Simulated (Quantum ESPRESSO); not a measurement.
# Al2Au (Fm-3m) in Quantum ESPRESSO: reference runs

Reference runs on Al2Au: the cell as given and a disturbed copy.

All numbers are computed with Quantum ESPRESSO 7.5; they aren't measurements. Logs are shortened: lines on timing, memory, paths and dates and some standing lists are left out, and cuts for length are marked.

## (1) The crystal as given

It takes space group Fm-3m (No. 225, cubic). The conventional cell has a = 6.000 Å, b = 6.000 Å, c = 6.000 Å, α = 90.00°, β = 90.00°, γ = 90.00°. Au (site symmetry m-3m) is surrounded by 8 Al at 2.60 Å. Al (site symmetry -43m) is surrounded by 4 Au at 2.60 Å.

## (2) Single point, PBE

File pw.in:

```
&CONTROL
  calculation = 'scf'
  prefix = 'pwscf'
  outdir = './tmp'
  pseudo_dir = './pseudo'
  tprnfor = .true.
  tstress = .true.
  disk_io = 'nowf'
/
&SYSTEM
  ibrav = 0
  nat = 3
  ntyp = 2
  ecutwfc = 60
  ecutrho = 440
  nbnd = 19
  occupations = 'smearing'
  smearing = 'fd'
  degauss = 0.00367493
/
&ELECTRONS
  conv_thr = 6d-10
  electron_maxstep = 120
  mixing_beta = 0.5
/
ATOMIC_SPECIES
Au   196.9666 Au_ONCV_PBE-1.0.oncvpsp.upf
Al    26.9815 Al.pbe-n-kjpaw_psl.1.0.0.UPF
CELL_PARAMETERS angstrom
   0.0000000000    3.0000000000    3.0000000000
   3.0000000000    0.0000000000    3.0000000000
   3.0000000000    3.0000000000    0.0000000000
ATOMIC_POSITIONS crystal
Au     0.0000000000    0.0000000000    0.0000000000
Al     0.7500000000    0.7500000000    0.7500000000
Al     0.2500000000    0.2500000000    0.2500000000
K_POINTS automatic
8 8 8 0 0 0
```

Potentials or basis: SSSP 1.3 efficiency PBE.

Command:

```
$ OMP_NUM_THREADS=1 pw.x -in pw.in > pw.out
```

pw.out:

```text
This program is part of the open-source Quantum ESPRESSO suite
     for quantum simulation of materials; please cite
         "P. Giannozzi et al., J. Phys.:Condens. Matter 21 395502 (2009);
         "P. Giannozzi et al., J. Phys.:Condens. Matter 29 465901 (2017);
         "P. Giannozzi et al., J. Chem. Phys. 152 154105 (2020);
     in publications or presentations arising from this work. More details at

     file Al.pbe-n-kjpaw_psl.1.0.0.UPF: wavefunction(s)  3S 3P renormalized
     Message from routine setup:
     using ibrav=0 with symmetry is DISCOURAGED, use correct ibrav instead

     G-vector sticks info
     --------------------
     sticks:   dense  smooth     PW     G-vecs:    dense   smooth      PW
     Sum        1945    1069    313                56905    22995    3719

     Using Slab Decomposition

     bravais-lattice index     =            0
     lattice parameter (alat)  =       8.0174  a.u.
     unit-cell volume          =     364.4101 (a.u.)^3
     number of atoms/cell      =            3
     number of atomic types    =            2
     number of electrons       =        25.00
     number of Kohn-Sham states=           19
     kinetic-energy cutoff     =      60.0000  Ry
     charge density cutoff     =     440.0000  Ry
     scf convergence threshold =      6.0E-10
     mixing beta               =       0.5000
     number of iterations used =            8  plain     mixing
     Exchange-correlation= SLA  PW   PBX  PBC
                           (   1   4   3   4   0   0   0)

     celldm(1)=   8.017429  celldm(2)=   0.000000  celldm(3)=   0.000000
     celldm(4)=   0.000000  celldm(5)=   0.000000  celldm(6)=   0.000000

     crystal axes: (cart. coord. in units of alat)
               a(1) = (   0.000000   0.707107   0.707107 )
               a(2) = (   0.707107   0.000000   0.707107 )
               a(3) = (   0.707107   0.707107   0.000000 )

     reciprocal axes: (cart. coord. in units 2 pi/alat)
               b(1) = ( -0.707107  0.707107  0.707107 )
               b(2) = (  0.707107 -0.707107  0.707107 )
               b(3) = (  0.707107  0.707107 -0.707107 )

     PseudoPot. # 1 for Au read from file:
     Au_ONCV_PBE-1.0.oncvpsp.upf
     Pseudo is Norm-conserving, Zval = 19.0
     Generated using ONCVPSP code by D. R. Hamann
     Using radial grid of 1278 points,  8 beta functions with:
                l(1) =   0
                l(2) =   0
                l(3) =   1
                l(4) =   1
                l(5) =   2
                l(6) =   2
                l(7) =   3
                l(8) =   3

     PseudoPot. # 2 for Al read from file:
     Al.pbe-n-kjpaw_psl.1.0.0.UPF
     Pseudo is Projector augmented-wave + core cor, Zval =  3.0
     Generated using "atomic" code by A. Dal Corso  v.5.1
     Shape of augmentation charge: PSQ
     Using radial grid of 1135 points,  6 beta functions with:
                l(1) =   0
                l(2) =   0
                l(3) =   1
                l(4) =   1
                l(5) =   2
                l(6) =   2
     Q(r) pseudized with 0 coefficients

     atomic species   valence    mass     pseudopotential
     Au               19.00   196.96660     Au( 1.00)
     Al                3.00    26.98150     Al( 1.00)

     48 Sym. Ops., with inversion, found

   Cartesian axes

     site n.     atom                  positions (alat units)
         1        Au     tau(   1) = (   0.0000000   0.0000000   0.0000000  )
         2        Al     tau(   2) = (   1.0606602   1.0606602   1.0606602  )
         3        Al     tau(   3) = (   0.3535534   0.3535534   0.3535534  )

     number of k points=    29  Fermi-Dirac smearing, width (Ry)=  0.0037
                       cart. coord. in units 2pi/alat
        k(    1) = (   0.0000000   0.0000000   0.0000000), wk =   0.0039062
        k(    2) = (   0.0883883   0.0883883  -0.0883883), wk =   0.0312500
        k(    3) = (   0.1767767   0.1767767  -0.1767767), wk =   0.0312500
        k(    4) = (   0.2651650   0.2651650  -0.2651650), wk =   0.0312500
        k(    5) = (  -0.3535534  -0.3535534   0.3535534), wk =   0.0156250
        k(    6) = (   0.1767767   0.0000000   0.0000000), wk =   0.0234375
[... 21 lines left out ...]
        k(   28) = (  -0.7071068   0.1767767  -0.0000000), wk =   0.0468750
        k(   29) = (  -0.7071068   0.3535534   0.0000000), wk =   0.0234375

     Dense  grid:    56905 G-vectors     FFT dimensions: (  54,  54,  54)

     Smooth grid:    22995 G-vectors     FFT dimensions: (  40,  40,  40)

     Initial potential from superposition of free atoms

     starting charge      24.9953, renormalised to      25.0000
     Starting wfcs are   18 randomized atomic wfcs +    1 random wfcs

     Self-consistent Calculation

     iteration #  1     ecut=    60.00 Ry     beta= 0.50
     Davidson diagonalization with overlap
     ethr =  1.00E-02,  avg # of iterations =  4.7

     Threshold (ethr) on eigenvalues was too large:
     Diagonalizing with lowered threshold

     Davidson diagonalization with overlap
     ethr =  1.38E-04,  avg # of iterations =  3.8

     total energy              =    -353.77167332 Ry
     estimated scf accuracy    <       0.03663422 Ry
[... 43 lines left out ...]
     iteration #  8     ecut=    60.00 Ry     beta= 0.50
     Davidson diagonalization with overlap
     ethr =  2.08E-11,  avg # of iterations =  2.0

     End of self-consistent calculation

          k = 0.0000 0.0000 0.0000 (  2837 PWs)   bands (ev):

   -96.0974 -47.3949 -47.3949 -47.3949   0.6798   4.6478   4.6478   4.6478
     5.6082   5.6082  13.4761  14.1935  14.1935  14.1935  15.1542  15.1542
    15.1542  16.9812  16.9812
[... 111 lines left out ...]
   -96.0974 -47.3958 -47.3955 -47.3952   3.8495   4.4496   4.6611   5.3527
     5.6603   5.7079   6.6277   7.8473   9.8675  13.0883  15.6161  17.2566
    18.9646  19.4431  21.4773

          k =-0.7071 0.0000 0.0000 (  2874 PWs)   bands (ev):

   -96.0974 -47.3960 -47.3953 -47.3953   3.9417   4.1516   4.9971   5.4636
     5.4636   5.9156   6.2221   9.1210   9.1210  12.5127  13.3410  18.8746
    21.0503  21.0503  21.6125

          k = 0.3536 0.1768 0.0000 (  2861 PWs)   bands (ev):
[... 31 lines left out ...]
   -96.0974 -47.3957 -47.3955 -47.3952   3.5621   4.2308   4.9522   5.2959
     5.4069   5.7115   7.3957   7.6342  10.0025  14.3754  15.5398  16.6997
    17.8802  18.7249  20.7071

          k =-0.7071 0.1768-0.0000 (  2862 PWs)   bands (ev):

   -96.0974 -47.3959 -47.3954 -47.3953   4.0028   4.3671   4.5763   5.4637
     5.6736   6.0779   6.1333   8.4132   9.0813  13.4596  14.2611  17.5213
    19.3952  20.6870  21.5443

          k =-0.7071 0.3536 0.0000 (  2872 PWs)   bands (ev):

   -96.0974 -47.3956 -47.3956 -47.3953   4.2029   4.2029   4.9227   4.9939
     5.4639   6.0463   7.2137   7.2137   9.0518  15.3687  15.3687  16.4552
    16.5550  20.4887  22.4823

     the Fermi energy is    11.2403 ev

!    total energy              =    -353.77376602 Ry
     estimated scf accuracy    <          2.4E-10 Ry
     smearing contrib. (-TS)   =      -0.00062431 Ry
     internal energy E=F+TS    =    -353.77314172 Ry

     The total energy is F=E-TS. E is the sum of the following terms:
     one-electron contribution =    -175.87896510 Ry
     hartree contribution      =      93.09324980 Ry
     xc contribution           =     -30.52618575 Ry
     ewald contribution        =    -171.11115502 Ry
     one-center paw contrib.   =     -69.35008564 Ry

     convergence has been achieved in   8 iterations

     Forces acting on atoms (cartesian axes, Ry/au):

     atom    1 type  1   force =     0.00000000    0.00000000    0.00000000
     atom    2 type  2   force =    -0.00000000   -0.00000000   -0.00000000
     atom    3 type  2   force =    -0.00000000    0.00000000    0.00000000

     Total force =     0.000000     Total SCF correction =     0.000000

     Computing stress (Cartesian axis) and pressure

          total   stress  (Ry/bohr**3)                   (kbar)     P=       30.98
   0.00021059  -0.00000000   0.00000000           30.98       -0.00        0.00
  -0.00000000   0.00021059  -0.00000000           -0.00       30.98       -0.00
   0.00000000   0.00000000   0.00021059            0.00        0.00       30.98

=------------------------------------------------------------------------------=
   JOB DONE.
=------------------------------------------------------------------------------=
```

Wall time 31 s (1 thread of Arm Neoverse V2, shared host); peak memory 0.29 GiB.

What came out:

```yaml
Free_energy: -4813.3373 eV
Pressure: 3.1 GPa
Band_gap_on_the_k_mesh: none (metal or under the smearing width)
```

Levels at points of the mesh, in eV from the Fermi level:
```
             k point  band 9  band 10  band 11  band 12  band 13  band 14  band 15  band 16  band 17  band 18
  (0.00, 0.00, 0.00)   -5.63    -5.63     2.24     2.95     2.95     2.95     3.91     3.91     3.91     5.74
 (0.00, 0.00, -0.50)   -5.51    -5.51    -5.44     0.35     0.35     3.29     3.60     3.82     3.82     8.84
(0.00, -0.50, -0.50)   -5.78    -5.32    -5.02    -2.12    -2.12     1.27     2.10     7.63     9.81     9.81
```

Spin-orbit coupling is left out, which matters for the levels of Au.

## (3) Single point, PBE (atoms moved at random, drawn with an rms of 0.05 Å)

Changes to pw.in since step 2:

```diff
@@ -33,5 +33,5 @@
 ATOMIC_POSITIONS crystal
-Au     0.0000000000    0.0000000000    0.0000000000
-Al     0.7500000000    0.7500000000    0.7500000000
-Al     0.2500000000    0.2500000000    0.2500000000
+Au    -0.0093480000   -0.0091520000    0.0113400000
+Al     0.7310250000    0.7567500000    0.7631390000
+Al     0.2417210000    0.2516200000    0.2599490000
 K_POINTS automatic
```

Potentials or basis: SSSP 1.3 efficiency PBE.

Command:

```
$ OMP_NUM_THREADS=1 pw.x -in pw.in > pw.out
```

pw.out:

```text
This program is part of the open-source Quantum ESPRESSO suite
     for quantum simulation of materials; please cite
         "P. Giannozzi et al., J. Phys.:Condens. Matter 21 395502 (2009);
         "P. Giannozzi et al., J. Phys.:Condens. Matter 29 465901 (2017);
         "P. Giannozzi et al., J. Chem. Phys. 152 154105 (2020);
     in publications or presentations arising from this work. More details at

     file Al.pbe-n-kjpaw_psl.1.0.0.UPF: wavefunction(s)  3S 3P renormalized

     G-vector sticks info
     --------------------
     sticks:   dense  smooth     PW     G-vecs:    dense   smooth      PW
     Sum        1945    1069    313                56905    22995    3719

     Using Slab Decomposition

     bravais-lattice index     =            0
     lattice parameter (alat)  =       8.0174  a.u.
     unit-cell volume          =     364.4101 (a.u.)^3
     number of atoms/cell      =            3
     number of atomic types    =            2
     number of electrons       =        25.00
     number of Kohn-Sham states=           19
     kinetic-energy cutoff     =      60.0000  Ry
[... 134 lines left out ...]

     End of self-consistent calculation

     Number of k-points >= 100: set verbosity='high' to print the bands.

     the Fermi energy is    11.2437 ev

!    total energy              =    -353.77283612 Ry
     estimated scf accuracy    <          3.0E-10 Ry
     smearing contrib. (-TS)   =      -0.00058728 Ry
     internal energy E=F+TS    =    -353.77224885 Ry

     The total energy is F=E-TS. E is the sum of the following terms:
     one-electron contribution =    -175.89973484 Ry
     hartree contribution      =      93.10255904 Ry
     xc contribution           =     -30.52724902 Ry
     ewald contribution        =    -171.09743079 Ry
     one-center paw contrib.   =     -69.35039325 Ry

     convergence has been achieved in   8 iterations

     Forces acting on atoms (cartesian axes, Ry/au):

     atom    1 type  1   force =     0.01311771   -0.00404930    0.00822675
     atom    2 type  2   force =    -0.00957344    0.00429695   -0.00164008
     atom    3 type  2   force =    -0.00354427   -0.00024765   -0.00658667

     Total force =     0.020615     Total SCF correction =     0.000001

     Computing stress (Cartesian axis) and pressure

          total   stress  (Ry/bohr**3)                   (kbar)     P=       32.36
   0.00021744  -0.00002758  -0.00002634           31.99       -4.06       -3.87
  -0.00002758   0.00022223   0.00003441           -4.06       32.69        5.06
  -0.00002634   0.00003441   0.00022030           -3.87        5.06       32.41

=------------------------------------------------------------------------------=
   JOB DONE.
=------------------------------------------------------------------------------=
```

It took 3.4 min on 1 thread of Arm Neoverse V2, shared host; peak memory 0.48 GiB.

What came out:

* Free energy: -4813.3246 eV
* Pressure: 3.2 GPa
* Largest force: 0.411 eV/Å
* Band gap on the k mesh: none (metal or under the smearing width)

Forces in eV/Å, atoms in the order of the input:
```
Au   0.337 -0.104  0.212
Al  -0.246  0.110 -0.042
Al  -0.091 -0.006 -0.169
```

Stress tensor (GPa, compression positive):
```
 3.20 -0.41 -0.39
-0.41  3.27  0.51
-0.39  0.51  3.24
```
